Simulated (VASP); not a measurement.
Runs of VASP 6.6.1 on Co. The structure is hexagonal, space group P6_3/mmc (No. 194). Conventional cell: a = 2.471 Å, b = 2.471 Å, c = 8.088 Å, α = 90.00°, β = 90.00°, γ = 120.00°. Co (site symmetry -6m2) has 12 Co at 2.47 Å as nearest neighbours. Co (site symmetry -3m) is surrounded by 12 Co at 2.47 Å. 

```tsv
task	level	cell	k mesh	cutoff (eV)	smearing	gap on the mesh (eV)	pressure (GPa)	moment (μB)	relaxed volume (Å³/atom)
relaxation of cell and atoms	r2SCAN+rVV10	relaxed	9 × 9 × 3	600	methfessel-paxton 0.1 eV	none	0.0	7.40	10.67
relaxation of cell and atoms	r2SCAN	relaxed	9 × 9 × 3	600	methfessel-paxton 0.1 eV	none	0.0	7.42	(a)
relaxation of cell and atoms	rSCAN	relaxed	9 × 9 × 3	600	methfessel-paxton 0.1 eV	none	0.0	7.36	(b)
single point	PBE	as given	12 × 12 × 4	520	fermi-dirac 0.05 eV	none	(c)	6.57	-
```

Alike in all rows: potentials or basis VASP PAW PBE potentials, release 64 (Co); spin collinear, ferromagnetic start.

Task: Fill in the values left out.

Result: (a) 10.77; (b) 10.70; (c) 3.8.

Caveats: the PAW data sets were made with another functional, which shifts forces and pressure a little (some runs).

A k mesh can miss the band edges.

A gap of «none» marks a metal or a gap under the smearing width.

Not every run made on this cell is shown here.
